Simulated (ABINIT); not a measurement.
# SiO2 (I4/mmm) in ABINIT: reference runs

Aim: a first look at SiO2 with PBE, on the cell as given.

Everything below comes from runs of ABINIT 10.8.3 (patched build). Logs are shortened: lines on timing, memory, paths and dates and some standing lists are left out, and cuts for length are marked. The log counts tension as positive stress, the text compression.

## (1) The crystal as given

It takes space group I4/mmm (No. 139, tetragonal). Conventional cell: a = 8.944 Å, b = 8.944 Å, c = 5.224 Å, α = 90.00°, β = 90.00°, γ = 90.00°. Si (site symmetry m2m) is surrounded by 4 O at 1.60 to 1.61 Å. Around O (site symmetry m2m) lie 2 Si at 1.61 Å. Around O (site symmetry 2/m) lie 2 Si at 1.60 Å.

The cell comes from a database or a generator and needn't be the stable form of this composition.

## (2) Single point, PBE

run.abi

```
pp_dirpath "./"
pseudos "Si.GGA_PBE-JTH.xml, O.GGA_PBE-JTH.xml"

acell 3*1.0
rprim
    -8.4509318010     8.4509318010     4.9355306619
     8.4509318010    -8.4509318010     4.9355306619
     8.4509318010     8.4509318010    -4.9355306619
ntypat 2
znucl 14 8
natom 12
typat 1 1 1 1 2 2 2 2 2 2 2 2
xred
     0.8231114200     0.8231114200     0.6462228400
     0.1768885800     0.8231114200     0.0000000000
     0.8231114200     0.1768885800     0.0000000000
     0.1768885800     0.1768885800     0.3537771600
     0.0000000000     0.7914513400     0.7914513400
     0.2085486600     0.0000000000     0.2085486600
     0.7914513400     0.0000000000     0.7914513400
     0.0000000000     0.2085486600     0.2085486600
     0.0000000000     0.0000000000     0.5000000000
     0.5000000000     0.0000000000     0.0000000000
     0.0000000000     0.5000000000     0.0000000000
     0.5000000000     0.5000000000     0.5000000000

ecut 625.861884 eV
pawecutdg 45.0
pawxcdev 0
pawovlp 30

kptopt 1
ngkpt 6 6 6
nshiftk 1
shiftk 0.0 0.0 0.0

ixc 11

nband 40
occopt 3
tsmear 0.05 eV

nstep 100
tolvrs 1.0e-9

iomode 3
prtwf 0
prtden 0
prteig 0
prtebands 0
enunit 2
```

Potentials or basis: JTH PAW PBE v2.0.

On the command line:

```
abinit run.abi > log 2>&1
```

run.abo:

```text
.Version 10.8.3 of ABINIT
 Symmetries : space group I4/m m m (#139); Bravais tI (body-center tetrag.)
================================================================================
 Values of the parameters that define the memory need of the present run
     intxc =       0    ionmov =       0      iscf =      17    lmnmax =       8
     lnmax =       4     mgfft =      60  mpssoang =       2    mqgrid =    3610
     natom =      12  nloc_mem =       2    nspden =       1   nspinor =       1
    nsppol =       1      nsym =      16    n1xccc =       1    ntypat =       2
    occopt =       3   xclevel =       2
       mpw =        7454          nfft =      216000          nkpt =          30
 PAW method is used; the additional fine FFT grid is defined by:
   mgfftf=        80    nfftf =    512000
================================================================================
================================================================================

--------------------------------------------------------------------------------
------------- Echo of variables that govern the present computation ------------
--------------------------------------------------------------------------------
 -outvars: echo values of preprocessed input variables --------
            acell      1.0000000000E+00  1.0000000000E+00  1.0000000000E+00 Bohr
              amu      2.80855000E+01  1.59994000E+01
             ecut      2.30000000E+01 Hartree
           enunit           2
              ixc          11
         kptrlatt        6    0    0      0    6    0      0    0    6
          kptrlen      5.92263679E+01
            natom          12
            nband          40
            ngfft          60      60      60
          ngfftdg          80      80      80
             nkpt          30
            nstep         100
             nsym          16
           ntypat           2
           occopt           3
        pawecutdg      4.50000000E+01 Hartree
          pawovlp      3.0000000000E+01
         pawxcdev           0
           prtden           0
        prtebands           0
           prteig           0
            prtwf           0
            rprim     -8.4509318010E+00  8.4509318010E+00  4.9355306619E+00
                       8.4509318010E+00 -8.4509318010E+00  4.9355306619E+00
                       8.4509318010E+00  8.4509318010E+00 -4.9355306619E+00
          spgroup         139
           tolvrs      1.00000000E-09
           tsmear      1.83746611E-03 Hartree
            typat      1  1  1  1  2  2  2  2  2  2  2  2
           useylm           1
           xangst      2.8899347235E+00  2.8899347235E+00  2.6117703482E+00
                       2.8899347235E+00 -2.8899347235E+00  2.6117703482E+00
                      -2.8899347235E+00  2.8899347235E+00  2.6117703482E+00
                       1.5821057935E+00  1.5821057935E+00  2.3339327641E-17
                       7.0788049193E+00 -8.0264096927E-18  3.0614332580E-17
[... 307 lines left out ...]
--- !EnergyTermsDC
iteration_state     : {dtset: 1, }
comment             : '"Double-counting" decomposition of free energy'
band_energy         : -1.91821454230644E+01
Ewald energy        : -6.07770398575751E+01
psp_core            :  2.52670109877455E+00
xc_dc               : -7.29583564797714E+01
PAW spherical_terms :  4.62726552663776E+00
internal            : -1.45763575134999E+02
'-kT*entropy'       : -9.11897790572158E-15
total_energy_dc     : -1.45763575134999E+02
total_energy_dc_eV  : -3.96642894359352E+03
...

--- !EnergyTermsWithPAWCore
iteration_state     : {dtset: 1, }
comment             : 'Components of total free energy, including PAW core contributions'
Total energy        : -1.76285704295189E+03
Total energy DC     : -1.76285706031994E+03
Total energy (eV)   : -4.79697838922119E+04
Total energy DC (eV): -4.79697843648205E+04
...

 Cartesian components of stress tensor (hartree/bohr^3)
  sigma(1 1)= -7.03066869E-05  sigma(3 2)=  0.00000000E+00
  sigma(2 2)= -7.03066869E-05  sigma(3 1)=  0.00000000E+00
  sigma(3 3)= -7.60399191E-05  sigma(2 1)=  0.00000000E+00

-Cartesian components of stress tensor (GPa)         [Pressure=  2.1247E+00 GPa]
- sigma(1 1)= -2.06849414E+00  sigma(3 2)=  0.00000000E+00
- sigma(2 2)= -2.06849414E+00  sigma(3 1)=  0.00000000E+00
- sigma(3 3)= -2.23717166E+00  sigma(2 1)=  0.00000000E+00

== END DATASET(S) ==============================================================
================================================================================

 -outvars: echo values of variables after computation  --------
            acell      1.0000000000E+00  1.0000000000E+00  1.0000000000E+00 Bohr
           etotal     -1.4576357513E+02
            fcart      2.2174099125E-04  2.2174099125E-04  2.0817682828E-21
                       2.2174099125E-04 -2.2174099125E-04  1.2721492927E-19
                      -2.2174099125E-04  2.2174099125E-04  1.0187138842E-19
                      -2.2174099125E-04 -2.2174099125E-04  3.0222828464E-20
                      -2.7064075853E-03  4.2256862992E-19 -2.5620645786E-19
                      -5.5325549617E-21  2.7064075853E-03 -2.7912845140E-19
                      -1.9973752848E-19 -2.7064075853E-03  3.2220094005E-19
                       2.7064075853E-03 -2.5058813455E-19 -1.3440192250E-19
                      -0.0000000000E+00 -1.6644794040E-20  2.1536244320E-20
                      -0.0000000000E+00 -1.6644794040E-20  2.1536244320E-20
                      -0.0000000000E+00 -1.6644794040E-20  2.1536244320E-20
                      -0.0000000000E+00 -1.6644794040E-20  2.1536244320E-20
            rprim     -8.4509318010E+00  8.4509318010E+00  4.9355306619E+00
                       8.4509318010E+00 -8.4509318010E+00  4.9355306619E+00
                       8.4509318010E+00  8.4509318010E+00 -4.9355306619E+00
           strten     -7.0306686896E-05 -7.0306686896E-05 -7.6039919124E-05
                       0.0000000000E+00  0.0000000000E+00  0.0000000000E+00
           xangst      2.8899347235E+00  2.8899347235E+00  2.6117703482E+00
                       2.8899347235E+00 -2.8899347235E+00  2.6117703482E+00
                      -2.8899347235E+00  2.8899347235E+00  2.6117703482E+00
                       1.5821057935E+00  1.5821057935E+00  2.3339327641E-17
                       7.0788049193E+00 -8.0264096927E-18  3.0614332580E-17
                      -5.2198184549E-18  1.8652761146E+00 -3.1328984495E-18
                      -8.0264096927E-18  7.0788049193E+00  3.0614332580E-17
                       1.8652761146E+00 -5.2198184549E-18 -3.1328984495E-18
                       2.2360202585E+00  2.2360202585E+00 -1.3058851741E+00
                      -2.2360202585E+00  2.2360202585E+00  1.3058851741E+00
                       2.2360202585E+00 -2.2360202585E+00  1.3058851741E+00
                       2.2360202585E+00  2.2360202585E+00  1.3058851741E+00
             xred      8.2311142000E-01  8.2311142000E-01  6.4622284000E-01
                       1.7688858000E-01  8.2311142000E-01 -3.4559206104E-17
                       8.2311142000E-01  1.7688858000E-01 -5.8652957972E-18
                       1.7688858000E-01  1.7688858000E-01  3.5377716000E-01
                      -2.0948852535E-17  7.9145134000E-01  7.9145134000E-01
                       2.0854866000E-01 -8.0113006833E-18  2.0854866000E-01
                       7.9145134000E-01 -2.0948852535E-17  7.9145134000E-01
                      -8.0113006833E-18  2.0854866000E-01  2.0854866000E-01
                      -1.4974604587E-17 -1.4974604587E-17  5.0000000000E-01
                       5.0000000000E-01  1.4974604587E-17 -1.2506386966E-17
                       1.4974604587E-17  5.0000000000E-01 -7.7058639848E-18
                       5.0000000000E-01  5.0000000000E-01  5.0000000000E-01
 Calculation completed.
```

Run time: 11 min. Hardware: 1 thread of Arm Neoverse V2, shared host; peak memory 0.43 GiB.

What came out:

```
Free energy            : -3966.4289 eV
Pressure               : 2.1 GPa
Largest force          : 0.139 eV/Å
Band gap on the k mesh : 5.44 eV, indirect (least direct gap 5.45 eV)
```

Forces on the atoms (eV/Å):
```
Si   0.011  0.011  0.000
Si   0.011 -0.011  0.000
Si  -0.011  0.011  0.000
Si  -0.011 -0.011  0.000
O   -0.139  0.000  0.000
O    0.000  0.139  0.000
O    0.000 -0.139  0.000
O    0.139  0.000  0.000
O    0.000  0.000  0.000
O    0.000  0.000  0.000
O    0.000  0.000  0.000
O    0.000  0.000  0.000
```

Stress tensor (GPa, compression positive):
```
2.07 0.00 0.00
0.00 2.07 0.00
0.00 0.00 2.24
```

Caveat: the atomic spheres overlap.
